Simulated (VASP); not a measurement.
## MgH2: dielectric tensor with LDA

The system is MgH2.

```
Mg H
1.0
     4.41513    0.00000    0.00000
     0.00000    4.41513    0.00000
     0.00000    0.00000    2.96886
Mg H
2 4
Direct
  0.00000 0.00000 0.00000
  0.50000 0.50000 0.50000
  0.30433 0.30433 0.00000
  0.19567 0.80433 0.50000
  0.69567 0.69567 0.00000
  0.80433 0.19567 0.50000
```

| Property | Result |
| --- | --- |
| Program | VASP 6.6.1 |
| Task | dielectric tensor |
| Functional | LDA |
| Potentials or basis | VASP PAW LDA potentials, release 64 (Mg, H) |
| Cutoff | 600 eV |
| k mesh | 8 × 8 × 12 |
| Occupations | gaussian, width 0.03 eV |
| Spin | no spin polarisation |
| Monkhorst-Pack mesh | yes |
| Further INCAR settings | ALGO = Normal; EDIFF = 1e-08 |

```yaml
Electronic_dielectric_tensor_diagonal: 4.21, 4.21, 4.25
Born_charges_mean_of_the_diagonal: Mg +1.86; H -0.93 e
```

Levels at points of the mesh, in eV from the valence-band top:
| k point | band 2 | band 3 | band 4 | band 5 | band 6 | band 7 |
| --- | --- | --- | --- | --- | --- | --- |
| (0.06, 0.06, 0.04) | -1.79 | -1.61 | -0.25 | 4.55 | 5.03 | 8.77 |

Electronic dielectric tensor:
```
4.21 0.00 0.00
0.00 4.21 0.00
0.00 0.00 4.25
```

Born effective charge tensors (e):
atom 1, Mg
```
1.82 0.11 0.00
0.11 1.82 0.00
0.00 0.00 1.92
```
atom 2, Mg
```
 1.82 -0.11  0.00
-0.11  1.82  0.00
 0.00  0.00  1.92
```
atom 3, H
```
-0.91 -0.20  0.00
-0.20 -0.91  0.00
 0.00  0.00 -0.96
```
atom 4, H
```
-0.91  0.20  0.00
 0.20 -0.91  0.00
 0.00  0.00 -0.96
```
atom 5, H
```
-0.91 -0.20  0.00
-0.20 -0.91  0.00
 0.00  0.00 -0.96
```
atom 6, H
```
-0.91  0.20  0.00
 0.20 -0.91  0.00
 0.00  0.00 -0.96
```

Run time: 46 s on 2 MPI ranks on Intel(R) Xeon(R) 6975P-C (Granite Rapids), on a shared host, peak memory 0.28 GiB a rank.
